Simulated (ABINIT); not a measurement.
Runs of ABINIT 10.8.3 (patched build) on I. Symmetry: Cmce, No. 64, orthorhombic system. The conventional cell has a = 7.270 Å, b = 4.790 Å, c = 9.793 Å, α = 90.00°, β = 90.00°, γ = 90.00°. Around I (site symmetry m) lie 1 I at 2.68 Å. 

```tsv
task	level	potentials or basis	k mesh	cutoff (eV)	smearing	bands in the sums	broadening (eV)	scissor shift (eV)	tensor components	k points of the masses	gap on the mesh (eV)	pressure (GPa)	largest force (eV/Å)
optical spectrum	PBEsol	PseudoDojo NC SR PBEsol v0.4.1 standard	8 × 8 × 4	952	fixed	22	0.15	0	11 × 22 × 33	-	-	0.2	0.83
effective masses	LDA	PseudoDojo NC SR LDA v0.4.1 standard	5 × 5 × 2	707	fixed	-	-	-	-	[[0.0, 0.0, 0.0], [0.4, 0.4, 0.0]]	-	-1.2	0.80
single point	PBEsol	PseudoDojo NC SR PBEsol v0.4.1 standard	5 × 5 × 2	952	fermi-dirac 0.05 eV	-	-	-	-	-	(a)	0.2	0.82
one-shot levels of the hybrid HSE03	PBE	PseudoDojo NC SR PBE v0.4.1 standard	4 × 4 × 2	707	fixed	22	-	-	-	-	1.27	-	-
single point	PBE	PseudoDojo NC SR PBE v0.4.1 standard	5 × 5 × 2	707	fermi-dirac 0.05 eV	-	-	-	-	-	1.30	(b)	(c)
```

Alike in all rows: no spin polarisation; cell as given.

**Question.** Estimate the missing entries.

**Answer.** (a) 1.26; (b) 1.5; (c) 0.92.

Caveats: spin-orbit coupling is left out, which moves the levels of the heavy elements (some runs); an odd mesh through Γ misses points on the zone boundary, where band edges often lie (some runs); spectra need much finer meshes, so this one isn't converged (some runs); the masses are taken at a mesh point that needn't be the band's extremum (some runs); Libxc's HSE differs a little from that of other programs (some runs); this build's HSE levels may be imprecise (some runs).

A k mesh can miss the band edges, and the runs leave out spin-orbit coupling on I.

Not every run made on this cell is shown here.
